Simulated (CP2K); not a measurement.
# Ta (P6_3/mmc) in CP2K: reference runs, part 2 of 2

CP2K 2026.2.

### Step 3. Single point, PBEsol (atoms moved at random, drawn with an rms of 0.05 Å)

Input file ta_scf.inp:

```
&GLOBAL
  PROJECT ta_scf
  RUN_TYPE ENERGY_FORCE
  PRINT_LEVEL LOW
&END GLOBAL
&FORCE_EVAL
  METHOD QS
  STRESS_TENSOR ANALYTICAL
  &DFT
    BASIS_SET_FILE_NAME BASIS_MOLOPT_UZH
    POTENTIAL_FILE_NAME POTENTIAL_UZH
    &MGRID
      CUTOFF 450
      REL_CUTOFF 60
      NGRIDS 5
    &END MGRID
    &QS
      METHOD GPW
      EPS_DEFAULT 1.0E-10
    &END QS
    &KPOINTS
      SCHEME MONKHORST-PACK 11 11 5
      GAMMA_CENTERED T
      SYMMETRY T
      SYMMETRY_BACKEND SPGLIB
    &END KPOINTS
    &SCF
      SCF_GUESS ATOMIC
      EPS_SCF 1.0E-6
      MAX_SCF 100
      ADDED_MOS 16
      CHOLESKY OFF
      EPS_EIGVAL 1.0E-7
      &DIAGONALIZATION ON
        ALGORITHM STANDARD
      &END DIAGONALIZATION
      &MIXING ON
        METHOD BROYDEN_MIXING
        ALPHA 0.4
        BETA 1.5
        NBUFFER 8
      &END MIXING
      &SMEAR ON
        METHOD FERMI_DIRAC
        ELECTRONIC_TEMPERATURE 580.23
      &END SMEAR
    &END SCF
    &XC
      &XC_FUNCTIONAL
        &GGA_X_PBE_SOL
        &END GGA_X_PBE_SOL
        &GGA_C_PBE_SOL
        &END GGA_C_PBE_SOL
      &END XC_FUNCTIONAL
    &END XC
    &PRINT
      &KPOINTS ON
      &END KPOINTS
      &MULLIKEN ON
      &END MULLIKEN
      &MO ON
        ENERGIES T
        OCCUPATION_NUMBERS T
        &EACH
          QS_SCF 0
        &END EACH
        ADD_LAST NUMERIC
      &END MO
      &LOWDIN ON
      &END LOWDIN
      &HIRSHFELD ON
        SHAPE_FUNCTION DENSITY
      &END HIRSHFELD
      &E_DENSITY_CUBE ON
        STRIDE 1
      &END E_DENSITY_CUBE
      &V_HARTREE_CUBE ON
        STRIDE 1
      &END V_HARTREE_CUBE
      &ELF_CUBE ON
        STRIDE 1
      &END ELF_CUBE
    &END PRINT
  &END DFT
  &SUBSYS
    &CELL
      A 2.9003720726 0.0000000000 0.0000000000
      B -1.4501860363 2.5117958953 0.0000000000
      C 0.0000000000 0.0000000000 5.1662740000
      PERIODIC XYZ
    &END CELL
    &COORD
      SCALED
      Ta  0.3303170000 0.6724740000 0.2428560000
      Ta  0.6626000000 0.3249700000 0.7592610000
    &END COORD
    &KIND Ta
      BASIS_SET TZVP-MOLOPT-PBE-GTH-q13
      POTENTIAL GTH-PBE-q13
    &END KIND
    &PRINT
      &ATOMIC_COORDINATES ON
      &END ATOMIC_COORDINATES
      &CELL ON
      &END CELL
    &END PRINT
  &END SUBSYS
  &PRINT
    &FORCES ON
    &END FORCES
    &STRESS_TENSOR ON
    &END STRESS_TENSOR
  &END PRINT
&END FORCE_EVAL
```

Potentials or basis: POTENTIAL_UZH Ta GTH-PBE-q13; TZVP-MOLOPT-PBE-GTH basis.

Started as:

```sh
OMP_NUM_THREADS=1 cp2k.psmp -i ta_scf.inp -o ta_scf.out
```

ta_scf.out:

```text

 CP2K| version string:                                       CP2K version 2026.2
 CP2K| Input file name                                                ta_scf.inp

 GLOBAL| Force Environment number                                              1
 GLOBAL| Basis set file name                                    BASIS_MOLOPT_UZH
 GLOBAL| Potential file name                                       POTENTIAL_UZH
 GLOBAL| MM Potential file name                                     MM_POTENTIAL
 GLOBAL| Coordinate file name                                      __STD_INPUT__
 GLOBAL| Method name                                                        CP2K
 GLOBAL| Project name                                                     ta_scf
 GLOBAL| Run type                                                   ENERGY_FORCE
 GLOBAL| FFT library                                                       FFTW3
 GLOBAL| Diagonalization library                                       ScaLAPACK
 GLOBAL| Cholesky decomposition library                                ScaLAPACK
 GLOBAL| DGEMM library                                                      BLAS
 GLOBAL| Direct generalized diagonalization requested                          F
 GLOBAL| Matrix multiplication library                                 ScaLAPACK
 GLOBAL| Global print level                                                  LOW
 GLOBAL| Total number of message passing processes                             1
 GLOBAL| Number of threads for this process                                    1
 GLOBAL| CPU model name           Intel(R) Xeon(R) Platinum 8259CL CPU @ 2.50GHz

 CELL| Volume [angstrom^3]:                                            37.637043
 CELL| Vector a [angstrom]:       2.900     0.000     0.000   |a| =     2.900372
 CELL| Vector b [angstrom]:      -1.450     2.512     0.000   |b| =     2.900372
 CELL| Vector c [angstrom]:       0.000     0.000     5.166   |c| =     5.166274
 CELL| Angle (b,c), alpha [degree]:                                    90.000000
 CELL| Angle (a,c), beta  [degree]:                                    90.000000
 CELL| Angle (a,b), gamma [degree]:                                   120.000000
 CELL| Numerically orthorhombic:                                              NO
 CELL| Periodicity                                                           XYZ

 CELL_REF| Volume [angstrom^3]:                                        37.637043
 CELL_REF| Vector a [angstrom     2.900     0.000     0.000   |a| =     2.900372
 CELL_REF| Vector b [angstrom    -1.450     2.512     0.000   |b| =     2.900372
 CELL_REF| Vector c [angstrom     0.000     0.000     5.166   |c| =     5.166274
 CELL_REF| Angle (b,c), alpha [degree]:                                90.000000
 CELL_REF| Angle (a,c), beta  [degree]:                                90.000000
 CELL_REF| Angle (a,b), gamma [degree]:                               120.000000
 CELL_REF| Numerically orthorhombic:                                          NO
 CELL_REF| Periodicity                                                       XYZ
[... 9 lines left out ...]
 TOTAL NUMBERS AND MAXIMUM NUMBERS

  Total number of            - Atomic kinds:                                   1
                             - Atoms:                                          2
                             - Shell sets:                                     2
                             - Shells:                                        22
                             - Primitive Cartesian functions:                 12
                             - Cartesian basis functions:                     82
                             - Spherical basis functions:                     70

  Maximum angular momentum of- Orbital basis functions:                        3
                             - Local part of the GTH pseudopotential:          2
                             - Non-local part of the GTH pseudopotential:      4

 MODULE QUICKSTEP: ATOMIC COORDINATES IN ANGSTROM

   Atom Kind Element         X             Y             Z       Z(eff)     Mass
      1    1 Ta   73     -0.017170      1.689117      1.254661  13.0000 180.9479
      2    1 Ta   73      1.450520      0.816258      3.922550  13.0000 180.9479

 SCF PARAMETERS         Density guess:                                    ATOMIC
[... 92 lines left out ...]
     1 NoMix/Diag. 0.40E+00   18.5     0.86170695      -117.0344945820 -1.17E+02
     2 Broy./Diag. 0.40E+00   21.5     0.02094800      -117.2699476822 -2.35E-01
     3 Broy./Diag. 0.40E+00   17.6     0.05106579      -116.5514076496  7.19E-01
     4 Broy./Diag. 0.40E+00   19.0     0.00386640      -116.1541804412  3.97E-01
     5 Broy./Diag. 0.40E+00   19.3     0.00297328      -116.1800971497 -2.59E-02
     6 Broy./Diag. 0.40E+00   16.5     0.00030803      -116.1861468727 -6.05E-03
     7 Broy./Diag. 0.40E+00   16.9     0.00013582      -116.1873007666 -1.15E-03
     8 Broy./Diag. 0.40E+00   18.3     0.00004250      -116.1871858586  1.15E-04
     9 Broy./Diag. 0.40E+00   18.0     0.00002205      -116.1870329097  1.53E-04
    10 Broy./Diag. 0.40E+00   16.9     0.00000221      -116.1870112590  2.17E-05
    11 Broy./Diag. 0.40E+00   16.8     0.00000097      -116.1870150434 -3.78E-06

  *** SCF run converged in    11 steps ***

  Electronic density on regular grids:        -26.0000000000        0.0000000000
  Core density on regular grids:               25.9999999971       -0.0000000029
  Total charge density on r-space grids:       -0.0000000029
  Total charge density g-space grids:          -0.0000000029

  Overlap energy of the core charge distribution:               0.00000000037586
  Self energy of the core charge distribution:               -173.27294007152298
  Core Hamiltonian energy:                                     36.98628197240889
  Hartree energy:                                              33.61597991306795
  Exchange-correlation energy:                                -13.51565493475286
  Electronic entropic energy:                                  -0.00068192246341
  Fermi energy:                                                 0.46737324412080

  Total energy:                                              -116.18701504335149
  Total energy (extrapolated to T->0):                       -116.18667408211979

 MO| EIGENVALUES AND OCCUPATION NUMBERS FOR K POINT 1
 MO|
 MO|  Index      Eigenvalue [a.u.]        Eigenvalue [eV]             Occupation
 MO|      1              -1.997642             -54.358598               2.000000
 MO|      2              -1.997292             -54.349071               2.000000
 MO|      3              -0.802963             -21.849746               2.000000
 MO|      4              -0.801327             -21.805221               2.000000
 MO|      5              -0.778863             -21.193943               2.000000
 MO|      6              -0.776291             -21.123964               2.000000
[... 476 lines left out ...]
 MO|     28               1.277739              34.769047               0.000000
 MO|     29               1.329675              36.182293               0.000000
 MO| Sum:                                                              27.999473
 MO| E(Fermi):            0.467373 a.u.         12.717873 eV

 [... the levels of further k-points ...]

 The electron density is written in Cube    file format to the file:

 ta_scf-ELECTRON_DENSITY-1_0.cube

 !-----------------------------------------------------------------------------!
                     Mulliken Population Analysis

 #  Atom  Element  Kind  Atomic population                           Net charge
       1     Ta       1         13.000001                             -0.000001
       2     Ta       1         12.999999                              0.000001
 # Total charge                             26.000000                 -0.000000

 !-----------------------------------------------------------------------------!

 !-----------------------------------------------------------------------------!
                           Hirshfeld Charges

  #Atom  Element  Kind  Ref Charge     Population                    Net charge
      1       Ta     1      13.000         13.000                         0.000
      2       Ta     1      13.000         13.000                         0.000

  Total Charge                                                            0.000
 !-----------------------------------------------------------------------------!

 LOWDIN POPULATION ANALYSIS

 #  Atom  Element  Kind  Atomic population                           Net charge
       1     Ta       1         13.000000                              0.000000
       2     Ta       1         13.000000                             -0.000000
 # Total charge                             26.000000                 -0.000000

               ----- ELF is computed on the real space grid -----

 ELF is written in Cube    file format to the file:

 ta_scf-ELF_S1-1_0.cube

 ENERGY| Total FORCE_EVAL ( QS ) energy [hartree]           -116.187016994312927

 FORCES| Atomic forces [hartree/bohr]
 FORCES|   Atom     x               y               z               |f|
 FORCES|      1 -4.50089976E-04  7.86786734E-04  1.75892117E-02   1.76125519E-02
 FORCES|      2  4.50463568E-04 -7.86934698E-04 -1.75879521E-02   1.76113100E-02
 FORCES| Sum     3.73592263E-07 -1.47964061E-07  1.25968255E-06
 FORCES| Total atomic force                                       1.32221960E-06

 STRESS| Analytical stress tensor [bar]
 STRESS|                        x                   y                   z
 STRESS|      x       -7.73051791957E+04   3.04956489249E+03  -6.10440454789E+02
 STRESS|      y        3.04956489249E+03  -6.32769500535E+04   1.26562677774E+03
 STRESS|      z       -6.10440454789E+02   1.26562677774E+03  -5.37816830819E+04
 STRESS| 1/3 Trace                                            -6.47879374437E+04
 STRESS| Determinant                                          -2.62437558194E+14

 STRESS| Eigenvectors and eigenvalues of the analytical stress tensor [bar]
 STRESS|                        1                   2                   3
 STRESS| Eigenvalues  -7.79697903470E+04  -6.27800656256E+04  -5.36139563586E+04
 STRESS|      x           0.977904481596      0.208849290904     -0.009208613568
 STRESS|      y          -0.206022915568      0.970270307963      0.127004282396
 STRESS|      z           0.035459598643     -0.122300871521      0.991859422342
```

It took 4.5 min on 1 thread of Intel Xeon Platinum 8259CL at 2.50GHz (Skylake/Cascade Lake), shared host; peak memory 0.57 GiB.

Results:

```
Free energy            : -3161.6095 eV
Pressure               : -6.5 GPa
Largest force          : 0.906 eV/Å
Band gap on the k mesh : none (metal or under the smearing width)
```

Forces on the atoms (eV/Å):
```
Ta  -0.023  0.040  0.904
Ta   0.023 -0.040 -0.904
```

Stress tensor (GPa, compression positive):
```
-7.73  0.30 -0.06
 0.30 -6.33  0.13
-0.06  0.13 -5.38
```

Levels at points of the mesh, in eV from the Fermi level:
| k point | band 10 | band 11 | band 12 | band 13 | band 14 | band 15 | band 16 | band 17 |
| --- | --- | --- | --- | --- | --- | --- | --- | --- |
| (0.00, 0.00, 0.00) | -4.95 | -0.62 | -0.04 | 0.57 | 0.61 | 1.12 | 1.18 | 2.91 |

Caveat: the potentials were made for another functional, which shifts forces and pressure; the basis of atomic orbitals isn't converged, which shifts pressures, moduli and gaps. The run has no spin-orbit coupling, so splittings on Ta are missing.
